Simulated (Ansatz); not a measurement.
# ZnS: the cost of one run

Method: DFT PBE, scalar-relativistic, plane waves, PAW, in Ansatz 0.2.0.

1 further run of the same task is left out (set aside as unsound or not needed).

**1. The structure to begin with**

It takes space group P6_3mc (No. 186, hexagonal). Conventional cell: a = 3.811 Å, b = 3.811 Å, c = 6.234 Å, α = 90.00°, β = 90.00°, γ = 120.00°. Around Zn (site symmetry 3m) lie 4 S at 2.31 to 2.40 Å. S (site symmetry 3m) is surrounded by 4 Zn at 2.31 to 2.40 Å.

Structure file:

```cif
data_structure
_symmetry_space_group_name_H-M 'P 1'
_symmetry_Int_Tables_number 1
_cell_length_a 3.8110
_cell_length_b 3.8110
_cell_length_c 6.2340
_cell_angle_alpha 90.000
_cell_angle_beta 90.000
_cell_angle_gamma 120.000
_cell_volume 78.41
loop_
_atom_site_label
_atom_site_type_symbol
_atom_site_fract_x
_atom_site_fract_y
_atom_site_fract_z
_atom_site_occupancy
Zn1 Zn 0.33333 0.66667 0.00000 1
Zn2 Zn 0.66667 0.33333 0.50000 1
S1 S 0.33333 0.66667 0.38500 1
S2 S 0.66667 0.33333 0.88500 1
```

The structure comes from the Crystallography Open Database.

**2. One atom moved**

What differs from the listed cell: atom 4 (S) moved by 0.05 Å.

input.yaml reads:

```yaml
crystal:
  lattice:
    - [3.8109987816, 0.0, 0.0]
    - [-1.9054993908, 3.3004217586, 0.0]
    - [0.0, 0.0, 6.234]
  atoms:
    - { symbol: Zn, position: [0.3333333333, 0.6666666667, 0.0] }
    - { symbol: Zn, position: [0.6666666667, 0.3333333333, 0.5] }
    - { symbol: S, position: [0.3333333333, 0.6666666667, 0.385] }
    - { symbol: S, position: [0.6672910813, 0.3450833467, 0.8832370869] }
basis:
  ecutwfc: 420
kpoints:
  mp_grid: { grid: [9, 9, 6] }
hamiltonian:
  xc: pbe
scf:
  occupations: { method: gaussian, width: 0.02 }
output:
  forces: true
  stress: true
  eigenvalues: true
```

What time and memory should one allow on 1 thread of an Arm CPU, shared host?

About 31 s, with a peak of 0.57 GiB.
